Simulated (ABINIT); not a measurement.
# Hf (P6_3/mmc) in ABINIT: further runs, part 2 of 2

ABINIT 10.8.3 (patched build). The steps go on from the part before.

## 4. Equation of state, LDA

run.abi

```
# Datasets: one volume each
ndtset 7
getwfk -1
scalecart1 3*0.9795861087
scalecart2 3*0.9864848297
scalecart3 3*0.9932883884
scalecart4 3*1.0000000000
scalecart5 3*1.0066227096
scalecart6 3*1.0131594038
scalecart7 3*1.0196128224

# Pseudopotentials
pp_dirpath "./"
pseudos "Hf_sc.hgh"

# Structure
acell 6.0408875026 6.0408875026 9.5578567931
rprim
     1.0000000000     0.0000000000     0.0000000000
    -0.5000000000     0.8660254038     0.0000000000
     0.0000000000     0.0000000000     1.0000000000
ntypat 1
znucl 72
natom 2
typat 1 1
xred
     0.6666666667     0.3333333333     0.7500000000
     0.3333333333     0.6666666667     0.2500000000

# Plane-wave basis
ecut 571.439111 eV

# k points
kptopt 1
ngkpt 10 10 5
nshiftk 1
shiftk 0.0 0.0 0.0

# Exchange and correlation
ixc 7

# Bands and occupations
nband 16
occopt 3
tsmear 0.05 eV

# SCF cycle
nstep 100
tolvrs 1.0e-10

# Output
iomode 3
prtwf 1
prtden 0
prteig 0
prtebands 0
enunit 2
```

Potentials or basis: HGH LDA semicore.

The run is started by

```sh
abinit run.abi > log 2>&1
```

run.abo:

```text
.Version 10.8.3 of ABINIT
 DATASET    1 : space group P6_3/m m c (#194); Bravais hP (primitive hexag.)
================================================================================
 Values of the parameters that define the memory need for DATASET  1.
     intxc =       0    ionmov =       0      iscf =       7    lmnmax =       7
     lnmax =       7     mgfft =      40  mpssoang =       3    mqgrid =    3001
     natom =       2  nloc_mem =       1    nspden =       1   nspinor =       1
    nsppol =       1      nsym =      24    n1xccc =       0    ntypat =       1
    occopt =       3   xclevel =       1
       mpw =        1321          nfft =       29160          nkpt =          42
================================================================================
================================================================================
[... 61 lines left out ...]
 DATASET    7 : space group P6_3/m m c (#194); Bravais hP (primitive hexag.)
================================================================================
[... 1248 lines left out ...]
                       1.3372100815E-28  7.7203860048E-29 -0.0000000000E+00
            fcart5    -6.6420619598E-29 -3.8347962604E-29 -0.0000000000E+00
                       6.6420619598E-29  3.8347962604E-29 -0.0000000000E+00
[... 38 lines left out ...]
                       0.0000000000E+00  0.0000000000E+00  0.0000000000E+00
           xangst1     1.5657214558E+00  9.0396970399E-01  3.7159129629E+00
                      -1.8776352128E-16  1.8079394080E+00  1.2386376543E+00
           xangst2     1.5767480265E+00  9.1033589755E-01  3.7420822262E+00
                       2.2377005677E-17  1.8206717951E+00  1.2473607421E+00
           xangst3     1.5876224945E+00  9.1661427460E-01  3.7678905056E+00
                       5.8726934108E-17  1.8332285492E+00  1.2559635019E+00
           xangst4     1.5983499989E+00  9.2280780215E-01  3.7933499974E+00
                      -1.0071997398E-16  1.8456156043E+00  1.2644499991E+00
           xangst5     1.6089354068E+00  9.2891929024E-01  3.8184722529E+00
                      -2.5128182376E-17  1.8578385805E+00  1.2728240843E+00
           xangst6     1.6193833320E+00  9.3495140265E-01  3.8432682218E+00
                      -2.7834738695E-17  1.8699028053E+00  1.2810894073E+00
           xangst7     1.6296981536E+00  9.4090666768E-01  3.8677482972E+00
                      -2.8977361870E-16  1.8818133354E+00  1.2892494324E+00
             xred      6.6666666667E-01  3.3333333333E-01  7.5000000000E-01
                       3.3333333333E-01  6.6666666667E-01  2.5000000000E-01
 Calculation completed.
```

It took 2 min on 1 thread of Arm Neoverse V1, shared host; peak memory 0.11 GiB.

What came out:

| Item | Value |
| --- | --- |
| Equilibrium volume | 21.14 Å³/atom (rough: see the caveat) |
| Bulk modulus at fixed shape and positions | 85 GPa (rough) |

Energy against volume, from the lowest point:
```
volume (Å³/atom)  energy (meV/atom)
          21.037               1.35
          21.485               0.00
          21.933              11.52
          22.380              18.71
          22.828              37.99
          23.276              59.54
          23.723              87.71
```

Caveat: the cutoff is too short for stress, so the log's stress isn't used; pressures at fixed basis lie under the slope of the energies; the fit is doubtful: noisy points or a state that changes with volume; the cell was scaled at fixed shape and fractional positions, which overstates the stiffness of a crystal with free parameters, most of all of layers and chains; HGH potentials are hard and often keep d shells in the core, so these values are rough. The run has no spin-orbit coupling, so splittings on Hf are missing.

## 5. Band structure, rPW86PBE

run.abi

```
# Datasets: ground state, then fixed potential
ndtset 2

# Pseudopotentials
pp_dirpath "./"
pseudos "Hf.GGA_PBE-JTH.xml"

# Structure
acell 3.1967 3.1967 5.0578 Angstrom
rprim
     1.0000000000     0.0000000000     0.0000000000
    -0.5000000000     0.8660254038     0.0000000000
     0.0000000000     0.0000000000     1.0000000000
ntypat 1
znucl 72
natom 2
typat 1 1
xred
     0.6666666667     0.3333333333     0.7500000000
     0.3333333333     0.6666666667     0.2500000000

# Plane-wave basis
ecut 462.593566 eV
pawecutdg 34.0

# Exchange and correlation
ixc -144130

# Bands and occupations
occopt 3
tsmear 0.00183747

# SCF cycle
nstep 100

# Output
iomode 3
prtwf 0
prteig 0
prtebands 0
enunit 1
prtden1 1

# Dataset 1
kptopt1 1
ngkpt1 10 10 5
nshiftk1 1
shiftk1 0.0 0.0 0.0
nband1 16
tolvrs1 1.0e-9

# Dataset 2: bands along G-M-K-G-A-L-H-A
iscf2 -2
getden2 1
nband2 20
nbdbuf2 2
tolwfr2 1.0e-12
kptopt2 -7
ndivsm2 5
prteig2 1
kptbounds2
     0.0000000000     0.0000000000     0.0000000000
     0.5000000000     0.0000000000     0.0000000000
     0.3333333333     0.3333333333     0.0000000000
     0.0000000000     0.0000000000     0.0000000000
     0.0000000000     0.0000000000     0.5000000000
     0.5000000000     0.0000000000     0.5000000000
     0.3333333333     0.3333333333     0.5000000000
     0.0000000000     0.0000000000     0.5000000000
```

Potentials or basis: JTH PAW PBE v2.0.

The run is started by

```sh
abinit run.abi > log 2>&1
```

Wall time 45 s (1 thread of Arm Neoverse V1, shared host); peak memory 0.12 GiB.

Results (log left out):

- Free energy: -2722.0312 eV
- Band gap on the k mesh: none (metal or under the smearing width)
- Valence electrons inside the program's atomic spheres: Hf 9.49 (radii [1.2759] Å)

Levels at the corners of the path, in eV from the Fermi level:
| point | band 10 | band 11 | band 12 | band 13 | band 14 | band 15 |
| --- | --- | --- | --- | --- | --- | --- |
| Γ | -3.70 | 0.67 | 1.18 | 1.18 | 1.47 | 2.01 |
| M | -2.75 | -2.23 | -0.78 | 0.80 | 0.89 | 1.70 |
| K | -1.77 | -1.77 | -1.43 | 0.38 | 0.38 | 2.06 |
| Γ | -3.70 | 0.67 | 1.18 | 1.18 | 1.47 | 2.01 |
| A | -5.38 | 0.16 | 0.16 | 1.08 | 1.08 | 1.08 |
| L | -3.40 | -0.98 | -0.98 | 1.21 | 1.21 | 2.66 |
| H | -1.75 | -1.46 | -1.46 | -0.17 | -0.17 | 2.53 |
| A | -5.38 | 0.16 | 0.16 | 1.08 | 1.08 | 1.08 |

Caveat: the cutoff is too short for stress, so the log's stress isn't used; the PAW data sets were made with another functional, which shifts forces and pressure a little; spin-orbit coupling is left out, which moves the levels of the heavy elements.

## 6. Overview

| level | potentials or basis | cutoff (eV) | fine-grid cutoff | gap on the mesh (eV) |
| --- | --- | --- | --- | --- |
| BP86 | JTH PAW PBE v2.0 | 463 | 925.187 eV | none |
| LDA | PseudoDojo NC SR LDA v0.4.1 standard | 789 | - | none |
| rPW86PBE | JTH PAW PBE v2.0 | 463 | 925.187 eV | none |

Alike in all rows: task band structure; no spin polarisation; cell as given; k mesh 10 × 10 × 5; smearing fermi-dirac 0.05 eV.

Caveats: spin-orbit coupling is left out, which moves the levels of the heavy elements; the PAW data sets were made with another functional, which shifts forces and pressure a little (some runs).

Absolute energies hang on the potentials; compare differences alone.
